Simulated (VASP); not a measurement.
# Si (R-3) in VASP: a series of runs

One crystal, Si, is run at these levels: PBE+ULG, BLYP+D3; tasks: relaxation of cell and atoms, electrostatic potential.

Everything below comes from runs of VASP 6.6.1. Logs are shortened: lines on timing, memory, paths and dates and some standing lists are left out, and cuts for length are marked.

### 1 Starting point

It takes space group R-3 (No. 148, trigonal). The conventional cell has a = 9.426 Å, b = 9.426 Å, c = 5.652 Å, α = 90.00°, β = 90.00°, γ = 120.00°. Around Si (site symmetry 1) lie 4 Si at 2.34 to 2.38 Å. Si (site symmetry 3) has 4 Si at 2.38 to 2.41 Å as nearest neighbours.

This isn't the form of Si at room conditions, which is diamond.

### 2 Relaxation of cell and atoms, PBE+ULG (cell strained at random at fixed volume)

The input, INCAR:

```
ALGO = Normal
EDIFF = 1E-7
EDIFFG = -0.01
ENCUT = 600
GGA = PE
IBRION = 2
ISIF = 3
ISMEAR = -1
IVDW = 3
LASPH = T
LCHARG = F
LREAL = F
LWAVE = F
NELM = 100
NSW = 60
PREC = Accurate
SIGMA = 0.05
```

The input, KPOINTS:

```
k-points
0
Gamma
  6 6 6
```

The input, POSCAR:

```
Si
1.0
    4.7905950000      2.6945840000      1.8865950000
   -4.7413610000      2.6360800000      1.8479270000
   -0.0260490000     -5.3796720000      1.9380450000
Si
8
Direct
    0.5187605000      0.0171024200      0.7149106100
    0.2871548500      0.2871548500      0.2871548500
    0.7149106100      0.5187605000      0.0171024200
    0.4812395000      0.9828975800      0.2850893900
    0.2850893900      0.4812395000      0.9828975800
    0.7128451500      0.7128451500      0.7128451500
    0.9828975800      0.2850893900      0.4812395000
    0.0171024200      0.7149106100      0.5187605000
```

Potentials or basis: VASP PAW PBE potentials, release 64 (Si).

The run is started by

```sh
$ cat potpaw_PBE.64/Si/POTCAR > POTCAR
$ mpirun -np 1 vasp_std > vasp.out
```

OUTCAR:

```text
EDIFF = 1E-7
   EDIFFG = -0.01
   ENCUT = 600
   GGA = PE
   IBRION = 2
   ISIF = 3
   ISMEAR = -1
   IVDW = 3
   LASPH = T
   LREAL = F
   NELM = 100
   NSW = 60
   PREC = Accurate
  IVDW =   3

 ion  position               nearest neighbor table
   1  0.519  0.017  0.715-   4 2.33   8 2.38   3 2.39   6 2.40
   2  0.287  0.287  0.287-   5 2.34   7 2.38   4 2.40   6 2.41
   3  0.715  0.519  0.017-   6 2.34   5 2.36   1 2.39   8 2.40
   4  0.481  0.983  0.285-   1 2.33   7 2.38   5 2.39   2 2.40
   5  0.285  0.481  0.983-   2 2.34   3 2.36   4 2.39   7 2.40
   6  0.713  0.713  0.713-   3 2.34   8 2.38   1 2.40   2 2.41
   7  0.983  0.285  0.481-   8 2.33   2 2.38   4 2.38   5 2.40
   8  0.017  0.715  0.519-   7 2.33   6 2.38   1 2.38   3 2.40

  LATTYP: Found a triclinic cell.
 ALAT       =     5.6728260768
 B/A-ratio  =     1.1764356184
 C/A-ratio  =     1.1473724826
 COS(alpha) =     0.0047073331
 COS(beta)  =     0.5666905407
 COS(gamma) =     0.5794576266

  Lattice vectors:

 A1 = (   0.0231850000,  -0.0490080000,   5.6725670000)
 A2 = (   4.7645460000,  -2.6850880000,   3.8246400000)
 A3 = (   0.0492340000,   5.3306640000,   3.7345220000)

Analysis of symmetry for initial positions (statically):
=====================================================================
 Subroutine PRICEL returns:
 Original cell was already a primitive cell.

 Routine SETGRP: Setting up the symmetry group for a
 triclinic supercell.

 Subroutine GETGRP returns: Found  2 space group operations
 (whereof  2 operations were pure point group operations)
 out of a pool of  2 trial point group operations.

The static configuration has the point symmetry S_2 .

Analysis of symmetry for dynamics (positions and initial velocities):
=====================================================================
 Subroutine PRICEL returns:
 Original cell was already a primitive cell.

 Routine SETGRP: Setting up the symmetry group for a
 triclinic supercell.

 Subroutine GETGRP returns: Found  2 space group operations
 (whereof  2 operations were pure point group operations)
 out of a pool of  2 trial point group operations.

The dynamic configuration has the point symmetry S_2 .

 Subroutine INISYM returns: Found  2 space group operations
 (whereof  2 operations are pure point group operations),
 and found     1 'primitive' translations

----------------------------------------------------------------------------------------

                                     Primitive cell

  volume of cell :     144.9805

  direct lattice vectors                    reciprocal lattice vectors
     4.790595000  2.694584000  1.886595000     0.103807663  0.063048733  0.176407456
    -4.741361000  2.636080000  1.847927000    -0.106024544  0.064377865  0.177276568
    -0.026049000 -5.379672000  1.938045000     0.000042621 -0.122759285  0.175226282

  length of vectors
     5.811180954  5.730990848  5.718178714     0.214174611  0.216362416  0.213948811

  position of ions in fractional coordinates (direct lattice)
     0.518760500  0.017102420  0.714910610
     0.287154850  0.287154850  0.287154850
     0.714910610  0.518760500  0.017102420
     0.481239500  0.982897580  0.285089390
     0.285089390  0.481239500  0.982897580
     0.712845150  0.712845150  0.712845150
     0.982897580  0.285089390  0.481239500
     0.017102420  0.714910610  0.518760500

  ion indices of the primitive-cell ions
   primitive index   ion index
                 1           1
                 2           2
                 3           3
                 4           4
                 5           5
                 6           6
                 7           7
                 8           8

----------------------------------------------------------------------------------------

 KPOINTS: k-points

Automatic generation of k-mesh.
 Grid dimensions read from file:
 generate k-points for:    6    6    6

 Generating k-lattice:

  Cartesian coordinates                     Fractional coordinates (reciprocal lattice)
     0.017301277  0.010508122  0.029401243     0.166666667  0.000000000  0.000000000
    -0.017670757  0.010729644  0.029546095     0.000000000  0.166666667  0.000000000
     0.000007103 -0.020459881  0.029204380     0.000000000  0.000000000  0.166666667

  Length of vectors
     0.035695768  0.036060403  0.035658135

  Shift w.r.t. Gamma in fractional coordinates (k-lattice)
     0.000000000  0.000000000  0.000000000

 Subroutine IBZKPT returns following result:
 ===========================================

 Found    112 irreducible k-points:

 Following reciprocal coordinates:
            Coordinates               Weight
  0.000000  0.000000  0.000000      1.000000
  0.166667 -0.000000  0.000000      2.000000
  0.333333  0.000000 -0.000000      2.000000
  0.500000  0.000000 -0.000000      1.000000
  0.000000  0.166667  0.000000      2.000000
  0.166667  0.166667 -0.000000      2.000000
[... 16 lines left out ...]
  0.333333  0.000000  0.166667      2.000000
  0.500000  0.000000  0.166667      2.000000
 [... further k-points ...]
   k-points           NKPTS =    112   k-points in BZ     NKDIM =    112   number of bands    NBANDS=     21
   number of dos      NEDOS =    301   number of ions     NIONS =      8
   total plane-waves  NPLWV = 110592
   dimension x,y,z NGX =    48 NGY =   48 NGZ =   48
   dimension x,y,z NGXF=    96 NGYF=   96 NGZF=   96
   ions per type =               8
   NGX,Y,Z   is equivalent  to a cutoff of  13.73, 13.92, 13.96 a.u.
   NGXF,Y,Z  is equivalent  to a cutoff of  27.46, 27.85, 27.91 a.u.
 SYSTEM =  unknown system
   PREC   = accura    normal or accurate (medium, high low for compatibility)
   ISTART =      0    job   : 0-new  1-cont  2-samecut
   ICHARG =      2    charge: 1-file 2-atom 10-const
   ISPIN  =      1    spin polarized calculation?
   LNONCOLLINEAR =      F non collinear calculations
   LSORBIT =      F    spin-orbit coupling
   LASPH  =      T    aspherical Exc in radial PAW
   ENCUT  =  600.0 eV  44.10 Ry    6.64 a.u.  11.61 11.45 11.42*2*pi/ulx,y,z
   NELM   =    100;   NELMIN=  2; NELMDL= -5     # of ELM steps
   EDIFF  = 0.1E-06   stopping-criterion for ELM
   LREAL  =      F    real-space projection
   EDIFFG = -.1E-01   stopping-criterion for IOM
   NSW    =     60    number of steps for IOM
   IBRION =      2    ionic relax: 0-MD 1-quasi-New 2-CG
   NFREE  =      1    steps in history (QN), initial steepest desc. (CG)
   ISIF   =      3    stress and relaxation
   ISYM   =      2    0-nonsym 1-usesym 2-fastsym
   POTIM  = 0.5000    time-step for ionic-motion
   TEBEG  =    0.0;   TEEND  =   0.0 temperature during run
   PSTRESS=    0.0 pullay stress
   NELECT =      32.0000    total number of electrons
   NUPDOWN=      -1.0000    fix difference up-down
   EMIN   =  10.00;   EMAX   =-10.00  energy-range for DOS
   EFERMI =   0.00;   METHOD = LEGACY
   ISMEAR =    -1;   SIGMA  =   0.05  broadening in eV -4-tet -1-fermi 0-gaus
   EFERMI_NEDOS =   21; number of points for ismear=-14 and -15
   IALGO  =     38    algorithm
   IMIX   =      4    mixing-type and parameters
     AMIX     =   0.40;   BMIX     =  1.00
     AMIX_MAG =   1.60;   BMIX_MAG =  1.00
  volume/ion in A,a.u.               =      18.12       122.30
  Fermi-wavevector in a.u.,A,eV,Ry     =   0.989361  1.869622 13.317874  0.978836
  Thomas-Fermi vector in A             =   2.120955
   LORBIT       =      0    0 simple, 1 ext, 2 COOP (PROOUT), +10 PAW based schemes
   GGA     = PE    functional components
   LHFCALC =     F    Hartree Fock is set to
   AEXX    =    0.0000 exact exchange contribution
   IVDW    =     3    specifies the selected vdW correction
   LEPSILON=     F    determine dielectric tensor
   LRPA    =     F    only Hartree local field effects (RPA)
 conjugate gradient relaxation of ions
 non-spin polarized calculation
  energy-cutoff  :      600.00
  volume of cell :      144.98
 maximum number of plane-waves:      4861
 NGX is ok and might be reduce to    48
   NGX = 23   NGY = 23   NGZ = 23

--------------------------------------- Ionic step        1  -------------------------------------------

 number of electron      32.0000000 magnetization

 Free energy of the ion-electron system (eV)
  ---------------------------------------------------
  ext. energy  EPLUGINS =         0.00000000
  ---------------------------------------------------
  free energy    TOTEN  =       -42.07280579 eV

  energy without entropy =      -42.07107037  energy(sigma->0) =      -42.07193808

------------------------ aborting loop because EDIFF is reached ----------------------------------------

  ULGs method for vdW energy calculation

  Number of pair interactions contributing to vdW energy:  130159

  Edisp (eV):   -3.25251

  FORCE on cell =-STRESS in cart. coord.  units (eV):
  Direction    XX          YY          ZZ          XY          YZ          ZX
  --------------------------------------------------------------------------------------
  -------------------------------------------------------------------------------------
  Total      -4.03837    -0.52070    -3.02823    -0.94465     0.73880    -0.49091
  in kB     -44.62801    -5.75429   -33.46498   -10.43930     8.16452    -5.42509
  external pressure =      -27.95 kB  Pullay stress =        0.00 kB
[... 119 lines left out ...]
  FREE ENERGIE OF THE ION-ELECTRON SYSTEM (eV)
  ---------------------------------------------------
  free  energy   TOTEN  =       -45.4032666946 eV

  energy  without entropy=      -45.4013462187  energy(sigma->0) =      -45.40230646

[... ionic steps 4 to 12 ...]

--------------------------------------- Ionic step       13  -------------------------------------------

 number of electron      31.9999999 magnetization

------------------------ aborting loop because EDIFF is reached ----------------------------------------

  ULGs method for vdW energy calculation

  Number of pair interactions contributing to vdW energy:  135485
[... 85 lines left out ...]
  energy  without entropy=      -45.4337283281  energy(sigma->0) =      -45.43487188

--------------------------------------- Ionic step       15  -------------------------------------------

 number of electron      31.9999999 magnetization

 Free energy of the ion-electron system (eV)
  ---------------------------------------------------
  ext. energy  EPLUGINS =         0.00000000
  ---------------------------------------------------
  free energy    TOTEN  =       -42.03913610 eV

  energy without entropy =      -42.03686067  energy(sigma->0) =      -42.03799838

 E-fermi :   7.6010     XC(G=0): -10.1882

 val. band max:        7.5221039340   @ k =   0.5000   0.0000  -0.0000
 cond. band min:       7.7970177834   @ k =   0.1667   0.0000   0.5000
 fundamental gap:      0.2749138494
 Fermi energy:         7.6009698757

 k-point     1 :       0.0000    0.0000    0.0000
  band No.  band energies     occupation
      1      -5.4020      2.00000
      2      -0.7939      2.00000
      3      -0.3168      2.00000
      4      -0.3146      2.00000
      5      -0.1243      2.00000
      6       0.9991      2.00000
[... 550 lines left out ...]
      5       0.2412      2.00000
      6       0.6821      2.00000
[... 13 lines left out ...]
     20       9.5920      0.00000
     21      10.0359      0.00000

 [... further k-points ...]

------------------------ aborting loop because EDIFF is reached ----------------------------------------

  ULGs method for vdW energy calculation

  Number of pair interactions contributing to vdW energy:  135466

  Edisp (eV):   -3.39690

  FORCE on cell =-STRESS in cart. coord.  units (eV):
  Direction    XX          YY          ZZ          XY          YZ          ZX
  --------------------------------------------------------------------------------------
  -------------------------------------------------------------------------------------
  Total      -0.02656    -0.02755     0.01937     0.01085     0.00559     0.00885
  in kB      -0.30593    -0.31726     0.22303     0.12492     0.06438     0.10193
  external pressure =       -0.13 kB  Pullay stress =        0.00 kB
[... 23 lines left out ...]
  FREE ENERGIE OF THE ION-ELECTRON SYSTEM (eV)
  ---------------------------------------------------
  free  energy   TOTEN  =       -45.4360353797 eV

  energy  without entropy=      -45.4337599469  energy(sigma->0) =      -45.43489766

 reached required accuracy - stopping structural energy minimisation
```

Wall time 32 min (1 thread of Intel Xeon 6975P-C (Granite Rapids), shared host); peak memory 0.53 GiB.

What came out:

| Item | Value |
| --- | --- |
| Free energy | -45.4360 eV |
| Relaxed volume | 17.39 Å³/atom |
| Relaxed cell | a = 5.686 Å, b = 5.688 Å, c = 5.687 Å, α = 109.93°, β = 109.93°, γ = 109.93° |
| Space group after relaxing (to 0.05 Å) | R-3 (No. 148) |
| Energy gained by relaxing | 13.8 meV/atom |
| Ionic steps | 15 |
| Pressure after relaxing | 0.0 GPa |
| Largest force after relaxing | 0.010 eV/Å |
| Band gap on the k mesh | none (metal or under the smearing width) |
| Dispersion energy per atom | -0.425 eV |

Forces on the atoms (eV/Å):
```
Si   0.001  0.001 -0.007
Si  -0.005 -0.004 -0.004
Si  -0.005  0.003  0.008
Si  -0.001 -0.001  0.007
Si   0.005 -0.003 -0.008
Si   0.005  0.004  0.004
Si  -0.002  0.003 -0.001
Si   0.002 -0.003  0.001
```

The path:
| step | energy change (eV) | largest force (eV/Å) | pressure (GPa) | volume (Å³) |
| --- | --- | --- | --- | --- |
| 1 | 0.0000 | 0.2729 | -2.79 | 144.98 |
| 2 | -0.0698 | 0.4210 | 1.67 | 138.42 |
| 3 | -0.0780 | 0.3067 | 0.50 | 139.97 |
| 4 | -0.0968 | 0.1395 | -0.03 | 140.02 |
| 5 | -0.0979 | 0.1698 | -0.20 | 140.03 |
| 6 | -0.1016 | 0.0987 | 0.02 | 139.60 |
| 7 | -0.1017 | 0.1171 | 0.06 | 139.54 |
| 8 | -0.1045 | 0.0943 | 0.07 | 139.46 |
| 9 | -0.1084 | 0.0704 | 0.08 | 139.23 |
| 10 | -0.1098 | 0.0535 | -0.21 | 139.45 |
| 11 | -0.1099 | 0.0442 | -0.14 | 139.40 |
| 12 | -0.1106 | 0.0327 | 0.07 | 139.02 |
| 13 | -0.1106 | 0.0229 | 0.03 | 139.09 |
| 14 | -0.1107 | 0.0149 | -0.04 | 139.14 |
| 15 | -0.1107 | 0.0095 | -0.01 | 139.12 |

Final structure:
```
Si
1.0
     4.65615    2.68781    1.85164
    -4.65707    2.68869    1.85280
     0.00023   -5.37667    1.85224
Si
8
Direct
  0.52897 0.02600 0.72426
  0.28294 0.28287 0.28279
  0.72415 0.52874 0.02591
  0.47103 0.97400 0.27574
  0.27585 0.47126 0.97409
  0.71706 0.71713 0.71721
  0.97408 0.27581 0.47110
  0.02592 0.72419 0.52890
```

Caveat: atom-pairwise D2, TS and ULG terms overbind metals; pairwise dispersion overbinds metals, which lowers pressure and volume.

### 3 Electrostatic potential, BLYP+D3

The input, INCAR:

```
PREC     = Accurate       # precision mode
ENCUT    = 520            # plane-wave cutoff, eV
EDIFF    = 1E-6           # SCF threshold, eV
ISMEAR   = 0              # smearing method
SIGMA    = 0.05           # smearing width, eV
LREAL    = False          # projectors in reciprocal space
LASPH    = True           # aspherical terms in the spheres
NELM     = 80             # most SCF steps
ALGO     = Fast           # electronic algorithm
ISIF     = 2              # what is computed and relaxed
LWAVE    = False          # write WAVECAR
LCHARG   = True           # write CHGCAR
GGA      = B5             # functional
ALDAX    = 1.0          
AGGAX    = 1.0          
AGGAC    = 1.0          
ALDAC    = 0.0          
IVDW     = 11             # dispersion correction
VDW_S6   = 1.0          
VDW_S8   = 1.682        
VDW_SR   = 1.094        
VDW_SR8  = 1.0          
LVHAR    = True
```

The input, KPOINTS:

```
regular mesh
0
Gamma
  6 6 6
```

The input, POSCAR:

```
Si
1.0
    4.7132352766      2.7211876557      1.8839989006
   -4.7132352766      2.7211876557      1.8839989006
    0.0000000000     -5.4423753114      1.8839989006
Si
8
Cartesian
    2.3644325594     -2.4326282907      2.3564559554
    0.0000000000      0.0000000000      1.6229982651
    0.9245016180      3.2639728074      2.3564559554
   -2.3644325594      2.4326282907      3.2955407464
   -0.9245016180     -3.2639728074      3.2955407464
    0.0000000000      0.0000000000      4.0289984367
    3.2889341774      0.8313445167      3.2955407464
   -3.2889341774     -0.8313445167      2.3564559554
```

Potentials or basis: VASP PAW PBE potentials, release 64 (Si).

The run is started by

```sh
$ cat potpaw_PBE.64/Si/POTCAR > POTCAR
$ mpirun -np 1 vasp_std > vasp.out
```

Wall time 2 min (1 thread of Intel Xeon 6975P-C (Granite Rapids), shared host); peak memory 0.35 GiB.

The run converged. Its results:

```yaml
Free_energy: -37.8936 eV
Pressure: 4.1 GPa
Largest_force: 0.080 eV/Å
Band_gap_on_the_k_mesh: none (metal or under the smearing width)
Dispersion_energy_per_atom: -0.269 eV
```

Forces in eV/Å, atoms in the order of the input:
```
Si   0.001  0.011  0.013
Si   0.000  0.000 -0.080
Si  -0.010 -0.004  0.013
Si  -0.001 -0.011 -0.013
Si   0.010  0.004 -0.013
Si   0.000  0.000  0.080
Si  -0.009  0.007 -0.013
Si   0.009 -0.007  0.013
```

Stress tensor (GPa, compression positive):
```
4.13 0.00 0.00
0.00 4.13 0.00
0.00 0.00 4.03
```

Levels at points of the mesh, in eV from the Fermi level:
| k point | band 12 | band 13 | band 14 | band 15 | band 16 | band 17 | band 18 | band 19 | band 20 | band 21 |
| --- | --- | --- | --- | --- | --- | --- | --- | --- | --- | --- |
| (0.00, 0.00, 0.00) | -3.94 | -3.94 | -1.45 | -1.45 | -0.91 | 1.83 | 2.08 | 2.08 | 3.95 | 3.95 |
| (0.50, 0.00, 0.00) | -2.52 | -1.88 | -1.73 | -1.45 | -1.14 | 0.01 | 1.08 | 2.12 | 2.15 | 2.21 |
| (0.50, 0.50, 0.00) | -2.60 | -2.36 | -1.89 | -1.71 | -1.30 | 0.54 | 0.99 | 1.40 | 2.13 | 2.22 |
| (0.50, 0.50, 0.50) | -2.94 | -2.36 | -2.08 | 0.01 | 0.01 | 1.60 | 2.38 | 2.76 | 2.81 | 2.82 |

Caveat: the PAW data sets were made with another functional, which shifts forces and pressure a little; pairwise dispersion overbinds metals, which lowers pressure and volume.

### 4 The reference run

An earlier run on the cell as given: functional PBE; potentials or basis VASP PAW PBE potentials, release 64 (Si); cutoff 520 eV; k mesh 6 × 6 × 6; occupations fermi-dirac, width 0.05 eV; no spin polarisation.

- Pressure: 0.9 GPa
- Largest force: 0.148 eV/Å
- Band gap on the k mesh: none (metal or under the smearing width)

### 5 Summary

```csv
task,level,cell,cutoff (eV),smearing,gap on the mesh (eV),pressure (GPa),largest force (eV/Å)
relaxation of cell and atoms,PBE+ULG,relaxed from: cell strained at random at fixed volume,600,fermi-dirac 0.05 eV,none,0.0,0.01
electrostatic potential,BLYP+D3,as given,520,gaussian 0.05 eV,none,4.1,0.08
single point,PBE,as given,520,fermi-dirac 0.05 eV,none,0.9,0.15
```

Alike in all rows: potentials or basis VASP PAW PBE potentials, release 64 (Si); no spin polarisation; k mesh 6 × 6 × 6.

Caveats: pairwise dispersion overbinds metals, which lowers pressure and volume (some runs); atom-pairwise D2, TS and ULG terms overbind metals (some runs); the PAW data sets were made with another functional, which shifts forces and pressure a little (some runs).

Total energies depend on the potentials used, so only differences within one code and one set of settings carry meaning.
